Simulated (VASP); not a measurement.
**Results of a VASP single-point calculation on LiH (CsCl)**

POSCAR

```
Li H
 1.0000000000000000
     2.5016587116031355   -0.0000000000000000    0.0000000000000000
    -0.0000000000000000    2.5016587116031355    0.0000000000000000
     0.0000000000000000    0.0000000000000000    2.5016587116031355
 Li  H
   1   1
Cartesian
  0.0000000000000000  0.0000000000000000 -0.0000000000000000
  1.2508293558015677  1.2508293558015677  1.2508293558015677
```

```
gap between bands v and c : 1.30 eV
least direct gap          : 4.89 eV
```

Band v is the last that the valence electrons fill when counted band by band, and c is the next. Levels in eV from the top of v:

| point | v−1 | v | c | c+1 |
| --- | --- | --- | --- | --- |
| Γ | -49.80 | -9.12 | 13.04 | 13.04 |
| X | -49.74 | -6.86 | 1.30 | 12.72 |
| M | -49.70 | -2.87 | 2.02 | 2.02 |
| R | -49.66 | 0.00 | 7.51 | 7.51 |

Problem. Which of these levels of theory gave these results?
A. PBE
B. PBE0
C. HSE06
D. PBEsol
E. LDA
F. PBE with spin–orbit coupling
G. r²SCAN

Solution. G.

The INCAR was:

```
SIGMA = 0.01
LREAL = .FALSE.
LASPH = .TRUE.
IBRION = -1
NSW = 0
EDIFF = 1E-7
NELM = 120
LCHARG = .FALSE.
LWAVE = .FALSE.
ENCUT = 520
ISMEAR = 0
ALGO = Normal
ISIF = 2
PREC = Accurate
METAGGA = R2SCAN
NBANDS = 9
```
